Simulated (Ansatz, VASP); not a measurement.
**GaP: VASP beside Ansatz**

One calculation is typed for both programs; each brings its own data sets. How far apart do they land? The cell is taken from a series of runs on this material, whose earlier steps may have relaxed, scaled, displaced or heated it; both programs get it as it stands.

Main program and level: Ansatz 0.2.0; plane waves, with VASP 6.6.1 beside it; dielectric response at PBE.

**1. Starting point**

Symmetry: F-43m, No. 216, cubic system. Conventional cell: a = 5.505 Å, b = 5.505 Å, c = 5.505 Å, α = 90.00°, β = 90.00°, γ = 90.00°. Nearest to Ga lie 4 P at 2.38 Å. P has 4 Ga at 2.38 Å nearest. Farther neighbours are not listed.

**2. VASP: dielectric response, PBE**

The response to a field tests empty states and converges slowly with the mesh.

Lines of VASP's logs that name or quote its potential files are left out, and so is its time.

The input, INCAR:

```
SYSTEM = GaP
PREC = Accurate
ENCUT = 400
EDIFF = 1E-08
NELM = 120
ISMEAR = 0
SIGMA = 0.01
LREAL = .FALSE.
ALGO = Normal
GGA = PE
NBANDS = 15
LORBIT = 11
LWAVE = .FALSE.
LCHARG = .FALSE.
ISIF = 2
LEPSILON = .TRUE.
LASPH = .TRUE.
GGA_COMPAT = .FALSE.
EFERMI = MIDGAP
```

The input, POSCAR:

```
GaP
1.0
    0.0000000000      2.7525521125      2.7525521125
    2.7525521125      0.0000000000      2.7525521125
    2.7525521125      2.7525521125      0.0000000000
Ga P
1 1
Direct
    0.0000000000      0.0000000000      0.0000000000
    0.7500000000      0.7500000000      0.7500000000
```

The input, KPOINTS:

```
Automatic mesh
0
Gamma
7 7 7
0 0 0
```

PAW data sets: Ga_d and P (PBE family, release 64).

Run with:

```console
$ mpirun -np 1 vasp_std
```

Numbers of over 12 decimals in the logs are rounded to 6 here.

The program printed:

```text
[banner, memory and clock lines left out]
running    1 mpi-ranks, on    1 nodes
 distrk:  each k-point on    1 cores,    1 groups
 distr:  one band on    1 cores,    1 groups

 POSCAR found type information on POSCAR GaP
 POSCAR found :  2 types and       2 ions
 LDA part: xc-table for (Slater+PW92), standard interpolation
 POSCAR, INCAR and KPOINTS ok, starting setup
 FFT: planning ... GRIDC
 FFT: planning ... GRID_SOFT
 FFT: planning ... GRID
 WAVECAR not read
 entering main loop
       N       E                     dE             d eps       ncg     rms          rms(c)
DAV:   1     0.723829558075E+02    0.72383E+02   -0.81533E+03   616   0.149E+03
DAV:   2    -0.374604988576E+01   -0.76129E+02   -0.73159E+02   635   0.280E+02
DAV:   3    -0.929227373826E+01   -0.55462E+01   -0.55231E+01   768   0.639E+01
DAV:   4    -0.938089657247E+01   -0.88623E-01   -0.88594E-01   693   0.865E+00
DAV:   5    -0.938266272090E+01   -0.17661E-02   -0.17661E-02   811   0.106E+00    0.411E+00
DAV:   6    -0.914467233074E+01    0.23799E+00   -0.40142E-01   914   0.107E+01    0.270E+00
DAV:   7    -0.911980648294E+01    0.24866E-01   -0.92099E-02   755   0.206E+00    0.109E+00
DAV:   8    -0.912022811583E+01   -0.42163E-03   -0.13473E-02   761   0.146E+00    0.171E-01
DAV:   9    -0.912064091909E+01   -0.41280E-03   -0.13807E-03   728   0.539E-01    0.874E-02
DAV:  10    -0.912071339649E+01   -0.72477E-04   -0.11064E-04   924   0.110E-01    0.437E-02
DAV:  11    -0.912078831379E+01   -0.74917E-04   -0.10488E-04   656   0.873E-02    0.536E-03
DAV:  12    -0.912078798543E+01    0.32836E-06   -0.29965E-06   763   0.230E-02    0.239E-03
DAV:  13    -0.912078832700E+01   -0.34157E-06   -0.91976E-07   698   0.821E-03    0.179E-03
DAV:  14    -0.912078833579E+01   -0.87903E-08   -0.37776E-08   783   0.168E-03
   1 F= -.91207883E+01 E0= -.91207883E+01  d E =0.000000E+00
 Linear response reoptimize wavefunctions to high precision
DAV:   1    -0.912078833663E+01   -0.83674E-09   -0.34827E-09   718   0.420E-04
DAV:   2    -0.912078833658E+01    0.48203E-10   -0.11890E-10   405   0.853E-05
 Linear response G [H, r] |phi>, progress :
  Direction:   1
       N       E                     dE             d eps       ncg     rms
RMM:   1    -0.409079549292E+02   -0.40908E+02    0.16857E+02   700   0.228E+02
RMM:   2    -0.510376880049E+02   -0.10130E+02   -0.25789E+01  1256   0.334E+01
RMM:   3    -0.514480672916E+02   -0.41038E+00   -0.19233E+00  1225   0.816E+00
RMM:   4    -0.514826818159E+02   -0.34615E-01   -0.22612E-01  1288   0.232E+00
RMM:   5    -0.514745706245E+02    0.81112E-02   -0.36585E-04  1289   0.617E-01
RMM:   6    -0.514760360290E+02   -0.14654E-02   -0.36700E-03  1317   0.207E-01
RMM:   7    -0.514757794527E+02    0.25658E-03    0.20779E-04  1300   0.682E-02
RMM:   8    -0.514758239556E+02   -0.44503E-04   -0.66085E-05  1326   0.266E-02
RMM:   9    -0.514758203058E+02    0.36499E-05    0.26773E-06  1301   0.109E-02
RMM:  10    -0.514758215374E+02   -0.12317E-05   -0.38927E-06  1308   0.479E-03
RMM:  11    -0.514758212012E+02    0.33625E-06    0.86863E-07  1156   0.219E-03
RMM:  12    -0.514758213144E+02   -0.11318E-06    0.14257E-08  1011   0.106E-03
RMM:  13    -0.514758213190E+02   -0.46621E-08    0.45494E-08   814   0.488E-04
 Linear response G [H, r] |phi>, progress :
  Direction:   2
       N       E                     dE             d eps       ncg     rms
RMM:   1    -0.393540799936E+02   -0.39354E+02    0.14676E+02   707   0.228E+02
RMM:   2    -0.520530577554E+02   -0.12699E+02   -0.22284E+01  1256   0.323E+01
RMM:   3    -0.526528428146E+02   -0.59979E+00   -0.16475E+00  1205   0.791E+00
RMM:   4    -0.526902257487E+02   -0.37383E-01   -0.21438E-01  1289   0.232E+00
RMM:   5    -0.526826546562E+02    0.75711E-02   -0.67007E-04  1283   0.583E-01
RMM:   6    -0.526840272479E+02   -0.13726E-02   -0.32502E-03  1319   0.189E-01
RMM:   7    -0.526837750614E+02    0.25219E-03    0.20449E-04  1292   0.648E-02
RMM:   8    -0.526838167240E+02   -0.41663E-04   -0.47988E-05  1325   0.250E-02
RMM:   9    -0.526838142032E+02    0.25208E-05    0.13297E-06  1307   0.103E-02
RMM:  10    -0.526838154115E+02   -0.12083E-05   -0.43776E-06  1304   0.454E-03
RMM:  11    -0.526838150641E+02    0.34742E-06    0.30705E-07  1161   0.210E-03
RMM:  12    -0.526838151488E+02   -0.84731E-07   -0.28780E-07   979   0.996E-04
RMM:  13    -0.526838151553E+02   -0.64611E-08   -0.20648E-07   776   0.448E-04
RMM:  14    -0.526838151559E+02   -0.57019E-09   -0.20402E-07   673   0.255E-04
RMM:  15    -0.526838151616E+02   -0.57891E-08   -0.25919E-07   588   0.178E-04
RMM:  16    -0.526838151680E+02   -0.63430E-08   -0.32237E-07   551   0.136E-04
RMM:  17    -0.526838151676E+02    0.41980E-09   -0.31952E-07   532   0.121E-04
RMM:  18    -0.526838151761E+02   -0.85656E-08   -0.41463E-07   504   0.106E-04
RMM:  19    -0.526838151585E+02    0.17605E-07   -0.24338E-07   468   0.109E-04
RMM:  20    -0.526838151629E+02   -0.44255E-08   -0.31015E-07   455   0.102E-04
[...]
Linear response G [H, r] |phi>, progress :
  Direction:   3
       N       E                     dE             d eps       ncg     rms
RMM:   1    -0.346288476641E+02   -0.34629E+02    0.21284E+02   689   0.220E+02
RMM:   2    -0.360479255742E+02   -0.14191E+01   -0.21109E+01  1212   0.304E+01
[...]
RMM:   7    -0.167748417352E+01   -0.25983E-06   -0.14866E-06  1298   0.423E-03
RMM:   8    -0.167748409099E+01    0.82532E-07   -0.12426E-08  1242   0.150E-03
RMM:   9    -0.167748411191E+01   -0.20926E-07   -0.12732E-07  1140   0.512E-04
RMM:  10    -0.167748409793E+01    0.13983E-07    0.21864E-08   972   0.192E-04
RMM:  11    -0.167748410169E+01   -0.37564E-08   -0.14380E-08   695   0.749E-05
 change of polarisation eV/A/(eV/A) component  2 :     1.804     3.355    -0.520
 dielectric tensor                  component  2 :     7.824    15.555    -2.255
 Linear response to external field (no local field effect), progress :
  Direction:   3
       N       E                     dE             d eps       ncg     rms          rms(c)
RMM:   1    -0.189628025537E+00   -0.18963E+00    0.17166E+00   667   0.620E+00
RMM:   2    -0.758559489321E+00   -0.56893E+00   -0.65039E-02  1196   0.150E+00
RMM:   3    -0.761582099875E+00   -0.30226E-02   -0.12869E-02  1246   0.455E-01
RMM:   4    -0.761752373979E+00   -0.17027E-03   -0.45270E-04  1249   0.120E-01
RMM:   5    -0.761755865149E+00   -0.34912E-05   -0.26213E-05  1279   0.334E-02
RMM:   6    -0.761757053940E+00   -0.11888E-05   -0.57484E-06  1251   0.107E-02
RMM:   7    -0.761756894049E+00    0.15989E-06   -0.25386E-07  1261   0.368E-03
RMM:   8    -0.761756942764E+00   -0.48715E-07   -0.34461E-07  1173   0.135E-03
RMM:   9    -0.761756912345E+00    0.30419E-07    0.20716E-08  1033   0.498E-04
RMM:  10    -0.761756917315E+00   -0.49695E-08   -0.20056E-08   883   0.210E-04
 change of polarisation eV/A/(eV/A) component  3 :     0.464    -0.520     1.524
 dielectric tensor                  component  3 :     2.014    -2.256     7.610
 Linear response to external field, progress :
  Direction:   1
       N       E                     dE             d eps       ncg     rms          rms(c)
RMM:   1    -0.216272229099E+00   -0.21627E+00    0.46851E+00  2123   0.800E+00
RMM:   2    -0.135785988921E+01   -0.11416E+01   -0.85929E-02  3849   0.177E+00    0.157E+00
RMM:   3    -0.132990879678E+01    0.27951E-01   -0.30586E-02  3864   0.101E+00    0.938E-01
RMM:   4    -0.138179864430E+01   -0.51890E-01   -0.29600E-02  3915   0.997E-01    0.189E-01
RMM:   5    -0.139835835013E+01   -0.16560E-01   -0.18923E-03  3982   0.292E-01    0.422E-02
RMM:   6    -0.140469781215E+01   -0.63395E-02   -0.23523E-04  4008   0.103E-01    0.338E-02
RMM:   7    -0.140553390604E+01   -0.83609E-03   -0.15038E-05  3819   0.416E-02    0.363E-03
RMM:   8    -0.140590405385E+01   -0.37015E-03   -0.10091E-05  4186   0.140E-02    0.192E-03
RMM:   9    -0.140586939656E+01    0.34657E-04    0.21649E-06  3925   0.547E-03    0.647E-04
RMM:  10    -0.140587780832E+01   -0.84118E-05   -0.21380E-07  4015   0.213E-03    0.301E-04
RMM:  11    -0.140586806552E+01    0.97428E-05    0.40037E-07  3987   0.923E-04    0.140E-04
RMM:  12    -0.140586516531E+01    0.29002E-05    0.79163E-08  3788   0.343E-04    0.454E-05
RMM:  13    -0.140586508231E+01    0.82999E-07    0.60603E-08  2041   0.147E-04    0.221E-05
RMM:  14    -0.140586409967E+01    0.98264E-06    0.30218E-09  1424   0.763E-05    0.196E-06
 change of polarisation eV/A/(eV/A) component  1 :     2.606     0.926     0.362
 dielectric tensor                  component  1 :    12.307     4.019     1.569
 Linear response to external field, progress :
  Direction:   2
       N       E                     dE             d eps       ncg     rms          rms(c)
RMM:   1    -0.216451831195E+00   -0.21645E+00    0.46833E+00  2123   0.799E+00
RMM:   2    -0.135791743791E+01   -0.11415E+01   -0.85930E-02  3849   0.177E+00    0.157E+00
RMM:   3    -0.132992747730E+01    0.27990E-01   -0.30787E-02  3862   0.101E+00    0.939E-01
RMM:   4    -0.138190988580E+01   -0.51982E-01   -0.29631E-02  3912   0.997E-01    0.188E-01
RMM:   5    -0.139811981229E+01   -0.16210E-01   -0.18233E-03  3980   0.292E-01    0.429E-02
RMM:   6    -0.140471363132E+01   -0.65938E-02   -0.21556E-04  4014   0.104E-01    0.339E-02
RMM:   7    -0.140553072953E+01   -0.81710E-03   -0.43121E-06  3822   0.414E-02    0.344E-03
RMM:   8    -0.140590578989E+01   -0.37506E-03   -0.98805E-06  4170   0.141E-02    0.191E-03
RMM:   9    -0.140587104729E+01    0.34743E-04    0.15449E-06  3942   0.546E-03    0.642E-04
RMM:  10    -0.140587754155E+01   -0.64943E-05   -0.58018E-07  4008   0.214E-03    0.290E-04
RMM:  11    -0.140586950071E+01    0.80408E-05    0.26627E-07  4014   0.935E-04    0.150E-04
RMM:  12    -0.140586599685E+01    0.35039E-05    0.85663E-09  3847   0.344E-04    0.458E-05
RMM:  13    -0.140586590472E+01    0.92132E-07    0.80850E-08  2061   0.143E-04    0.247E-05
RMM:  14    -0.140586510433E+01    0.80039E-06   -0.29492E-09  1402   0.718E-05    0.648E-06
 change of polarisation eV/A/(eV/A) component  2 :     0.921     2.606     0.317
 dielectric tensor                  component  2 :     3.994    12.307     1.377
 Linear response to external field, progress :
  Direction:   3
       N       E                     dE             d eps       ncg     rms          rms(c)
RMM:   1    -0.217127625559E+00   -0.21713E+00    0.46765E+00  2123   0.800E+00
RMM:   2    -0.135787892874E+01   -0.11408E+01   -0.85990E-02  3848   0.177E+00    0.157E+00
RMM:   3    -0.132991232179E+01    0.27967E-01   -0.30486E-02  3866   0.101E+00    0.938E-01
RMM:   4    -0.138182119482E+01   -0.51909E-01   -0.29692E-02  3908   0.996E-01    0.189E-01
RMM:   5    -0.139834920072E+01   -0.16528E-01   -0.18249E-03  3983   0.292E-01    0.422E-02
RMM:   6    -0.140469575774E+01   -0.63466E-02   -0.21923E-04  4006   0.103E-01    0.338E-02
RMM:   7    -0.140553701000E+01   -0.84125E-03   -0.67084E-06  3819   0.415E-02    0.360E-03
RMM:   8    -0.140590518790E+01   -0.36818E-03   -0.96106E-06  4183   0.140E-02    0.192E-03
RMM:   9    -0.140587028659E+01    0.34901E-04    0.31332E-06  3925   0.547E-03    0.646E-04
RMM:  10    -0.140587911986E+01   -0.88333E-05   -0.27728E-07  4009   0.213E-03    0.301E-04
RMM:  11    -0.140586930165E+01    0.98182E-05    0.53263E-07  3986   0.924E-04    0.141E-04
RMM:  12    -0.140586639540E+01    0.29062E-05    0.12676E-07  3787   0.343E-04    0.452E-05
RMM:  13    -0.140586634273E+01    0.52671E-07    0.58711E-08  2048   0.148E-04    0.225E-05
RMM:  14    -0.140586535615E+01    0.98658E-06    0.14306E-07  1414   0.763E-05    0.253E-06
 change of polarisation eV/A/(eV/A) component  3 :     0.711     0.577     2.606
 dielectric tensor                  component  3 :     3.083     2.505    12.307
 Born effective charges drift removed
```

From OUTCAR (step 2):

```text
ion  position               nearest neighbor table
   1  0.000  0.000  0.000-   2 2.38   2 2.38   2 2.38   2 2.38
   2  0.750  0.750  0.750-   1 2.38   1 2.38   1 2.38   1 2.38

  LATTYP: Found a face centered cubic cell.
 ALAT       =     5.5051042250

 Subroutine GETGRP returns: Found 24 space group operations
 (whereof 24 operations were pure point group operations)

The static configuration has the point symmetry T_d .

 Found     20 irreducible k-points:

   k-points           NKPTS =     20   k-points in BZ     NKDIM =     20   number of bands    NBANDS=     15

   dimension x,y,z NGX =    28 NGY =   28 NGZ =   28
   dimension x,y,z NGXF=    56 NGYF=   56 NGZF=   56

   ENCUT  =  400.0 eV  29.40 Ry    5.42 a.u.   6.35  6.35  6.35*2*pi/ulx,y,z

   NELECT =      18.0000    total number of electrons

 k-points in reciprocal lattice and weights: Automatic mesh
   0.00000000  0.00000000  0.00000000       0.003
   0.14285714  0.00000000  0.00000000       0.023
   0.28571429  0.00000000  0.00000000       0.023
   0.42857143  0.00000000  0.00000000       0.023
   0.14285714  0.14285714  0.00000000       0.017
   0.28571429  0.14285714  0.00000000       0.070
   0.42857143  0.14285714  0.00000000       0.070
  -0.42857143  0.14285714  0.00000000       0.070
  -0.28571429  0.14285714  0.00000000       0.070
[...]
-0.42857143  0.42857143  0.14285714       0.070
  -0.28571429  0.42857143  0.14285714       0.070

 average (electrostatic) potential at core
       1 -65.6523       2 -83.6797

  Total       -0.0420929     -0.0420929     -0.0420929      0.0000000      0.0000000     -0.0000000
  in kB       -1.6168996     -1.6168996     -1.6168996      0.0000000      0.0000000     -0.0000000
  external PRESSURE =      -1.6168996 kB  Pullay stress =       0.0000000 kB

  energy-cutoff  :      400.00
  volume of cell :       41.71
      direct lattice vectors                 reciprocal lattice vectors
     0.000000000  2.752552113  2.752552113    -0.181649604  0.181649604  0.181649604
     2.752552113  0.000000000  2.752552113     0.181649604 -0.181649604  0.181649604
     2.752552113  2.752552113  0.000000000     0.181649604  0.181649604 -0.181649604

 POSITION                                       TOTAL-FORCE (eV/Angst)
 -----------------------------------------------------------------------------------
      0.00000      0.00000      0.00000        -0.000000     -0.000000     -0.000000
      4.12883      4.12883      4.12883         0.000000      0.000000      0.000000
 -----------------------------------------------------------------------------------
    total drift:                               -0.000001     -0.000001     -0.000001

 MACROSCOPIC STATIC DIELECTRIC TENSOR (including local field effects in DFT)
 ------------------------------------------------------
          12.307395    -0.000000    -0.000000
           0.000000    12.307395    -0.000000
           0.000000     0.000000    12.307395
 ------------------------------------------------------

 PIEZOELECTRIC TENSOR (including local field effects)  for field in x, y, z        (C/m^2)
          XX          YY          ZZ          XY          YZ          ZX
  --------------------------------------------------------------------------------
  x    -0.00000     0.00000     0.00000     0.00000     0.85680     0.00000
  y     0.00000    -0.00000    -0.00000     0.00000     0.00000     0.85680
  z     0.00000     0.00000    -0.00000     0.85680     0.00000     0.00000

 BORN EFFECTIVE CHARGES (including local field effects) (in |e|, cummulative output)
 ---------------------------------------------------------------------------------
 ion    1
    1     2.32718     0.00000     0.00000
    2    -0.00000     2.32718    -0.00000
    3     0.00000    -0.00000     2.32718
 ion    2
    1    -2.32718    -0.00000    -0.00000
    2     0.00000    -2.32718     0.00000
    3    -0.00000     0.00000    -2.32718
```

[end of part 1 of 2]

[Lines on the potential files, build, host, timing and source positions are cut from VASP's logs without a mark.]

[Logs are printed without paths, hosts, clocks, repeated set-up lines and the standing remarks that a program may print on its own settings, such as how far it seeks lower states.]

[Hosts, paths, dates, database ids (printed as entryN), source tags and the programs' standing remarks are cut or masked in the printed files.]
